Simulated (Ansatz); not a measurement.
The system is MgO.

```
Mg O
1.0
     3.30779    0.00000    0.00000
    -1.65389    2.86463    0.00000
     0.00000    0.00000    4.98288
Mg O
2 2
Direct
  0.66667 0.33333 0.50216
  0.33333 0.66667 0.00216
  0.66667 0.33333 0.90244
  0.33333 0.66667 0.40244
```

Measurements of this composition are mostly on another form, of space group No. 225.

Base run:

* Program: Ansatz 0.2.0
* Functional: PBE0
* Potentials or basis: Ansatz PAW
* Cutoff: 420 eV (not typed: the program's choice for these potentials)
* k mesh: 6 × 6 × 4
* Occupations: fermi-dirac, width 0.05 eV
* Spin: no spin polarisation

Its results: band gap on the k mesh 5.79 eV, direct; pressure -0.6 GPa; largest force 0.032 eV/Å.

Q: The run is repeated on the same cell with these changes: functional from PBE0 to HSE06. What comes out?

A: Band gap on the k mesh 5.08 eV, direct; pressure -0.6 GPa; largest force 0.033 eV/Å.

Caveats: the PAW data sets come from PBE, with cores solved anew for the run's functional, which leaves a small shift of forces and pressure; the thresholds are loose for stress.
